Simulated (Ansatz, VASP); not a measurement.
**One calculation of CoO, two programs**

File INCAR:

```
SYSTEM = CoO
ALGO = Normal
EDIFF = 1E-7
ENCUT = 520
GGA = PE
ISIF = 2
ISMEAR = -1
ISPIN = 2
LASPH = .True.
LCHARG = .False.
LMAXMIX = 4
LORBIT = 11
LREAL = .False.
LWAVE = .False.
MAGMOM = 2 0
NBANDS = 18
NELM = 150
PREC = Accurate
SIGMA = 0.05
```

KPOINTS

```
k-points
0
Gamma
  11 11 11
  0 0 0
```

POSCAR

```
CoO
1.0
    1.4851228673      0.8574360872      2.4069508786
   -1.4851228673      0.8574360872      2.4069508786
    0.0000000000     -1.7148721745      2.4069508786
Co O
1 1
Direct
    0.0000000000      0.0000000000      0.0000000000
    0.5000000000      0.5000000000      0.5000000000
```

Contents of input.yaml:

```yaml
crystal:
  lattice:
    - [1.4851228673, 0.8574360872, 2.4069508786]
    - [-1.4851228673, 0.8574360872, 2.4069508786]
    - [0.0, -1.7148721745, 2.4069508786]
  atoms:
    - { symbol: Co, position: [0.0, 0.0, 0.0], spin: 2.0 }
    - { symbol: O, position: [0.5, 0.5, 0.5] }
hamiltonian:
  xc: pbe
  pseudopotentials: { kind: paw }
magnetization:
  spin_polarized: true
kpoints:
  mp_grid: { grid: [11, 11, 11] }
scf:
  occupations: { method: fermi_dirac, width: 0.05 }
output:
  forces: true
  stress: true
  eigenvalues: true
```

Change from the starting cell: volume scaled by 0.96.

Alike in both runs: task single point; functional PBE; k mesh 11 × 11 × 11; occupations fermi-dirac, width 0.05 eV; collinear spin, ferromagnetic start.

|  | VASP | Ansatz |
| --- | --- | --- |
| version | VASP 6.6.1 | Ansatz 0.2.0 |
| potentials or method | VASP PAW PBE potentials, release 64 (Co, O) | Ansatz PAW |
| plane-wave cutoff (eV) | 520 | 420 |
| valence electrons in the cell | 15 | 23 |

|  | VASP | Ansatz | Ansatz less VASP |
| --- | --- | --- | --- |
| gap on the k mesh at the Fermi level (eV) | none | none | - |
| pressure (GPa) | 6.7 | 7.4 | +0.67 |
| largest component of the traceless stress (GPa) | 0.38 | 0.40 | +0.025 |
| net moment per atom (μB) | 1.38 | 1.40 | +0.019 |
| size of the moment on the site where the two differ most (μB) | 2.46 | 2.39 | -0.063 |

Site moments also hang on the region over which each program counts them. A gap of «none» marks a metal or a gap that the smearing closes. With one functional, cell and mesh, what is left measures potentials, basis and numerics. The two sets of potentials don't hold the same shells in valence.

Caveats: a cell with one magnetic atom can't hold antiferromagnetic order, which such compounds often take; semilocal functionals often make such compounds metallic where correlation or magnetic order opens a gap, which also shifts bond lengths; the pressure holds a Pulay correction of +0.8 GPa for the finite cutoff (Ansatz).
